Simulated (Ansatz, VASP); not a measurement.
TiB: VASP beside Ansatz

INCAR

```
PREC = Accurate
ENCUT = 520
EDIFF = 1E-7
ISMEAR = -1
SIGMA = 0.05
LREAL = False
LASPH = True
NELM = 60
ALGO = Normal
ISIF = 2
LWAVE = False
LCHARG = False
NBANDS = 14
```

Contents of KPOINTS:

```
regular mesh
0
Gamma
  13 13 13
```

File POSCAR:

```
TiB
1.0
    0.0000000000      2.0589800000      2.1010000000
    2.0589800000      0.0000000000      2.1010000000
    2.0589800000      2.0589800000      0.0000000000
Ti B
1 1
Direct
    0.7500000000      0.7500000000      0.7500000000
    0.0000000000      0.0000000000      0.0000000000
```

Input for Ansatz:

```yaml
crystal:
  lattice:
    - [0.0, 2.05898, 2.101]
    - [2.05898, 0.0, 2.101]
    - [2.05898, 2.05898, 0.0]
  atoms:
    - { symbol: Ti, position: [0.75, 0.75, 0.75] }
    - { symbol: B, position: [0.0, 0.0, 0.0] }
kpoints:
  mp_grid: { grid: [13, 13, 13] }
  band_path:
    path:
      - [0.0, 0.0, 0.0]
      - [0.5, 0.0, 0.5]
      - [0.75, 0.25, 0.5]
      - [0.5, 0.5, 0.5]
      - [0.0, 0.0, 0.0]
      - [0.5, 0.5, 0.0]
      - [0.62995, 0.62995, 0.2599]
      - [0.37005, 0.37005, 0.7401]
      - [0.0, 0.0, 0.0]
    npoints: 5
scf:
  occupations: { method: fermi_dirac, width: 0.05 }
hamiltonian:
  xc: lda
  pseudopotentials: { kind: all_electron, lapw: { basis_error: 0.00025 } }
output:
  forces: true
  stress: true
  eigenvalues: true
```

Change from the starting cell: equal xx and yy strain of -2 %.

Alike in both runs: task single point; functional LDA; k mesh 13 × 13 × 13; occupations fermi-dirac, width 0.05 eV; no spin polarisation.

```csv
,VASP,Ansatz
version,VASP 6.6.1,Ansatz 0.2.0
potentials or method,"VASP PAW LDA potentials, release 64 (Ti_sv, B)","all-electron LAPW, scalar-relativistic"
plane-wave cutoff (eV),520,see its input
```

VASP gave:

- pressure (GPa): 123.1
- largest component of the traceless stress (GPa): 3.24

Problem. Estimate Ansatz's values.

Solution. Pressure (GPa): 123.2; largest component of the traceless stress (GPa): 3.28.

Ansatz ran all-electron here, so the differences hold the error of VASP's frozen core and of both bases.

Caveats: the cell as given lies far from equilibrium; so large a pressure means that the cell lies far from this level's equilibrium, or that cutoff or potentials fall short (VASP).
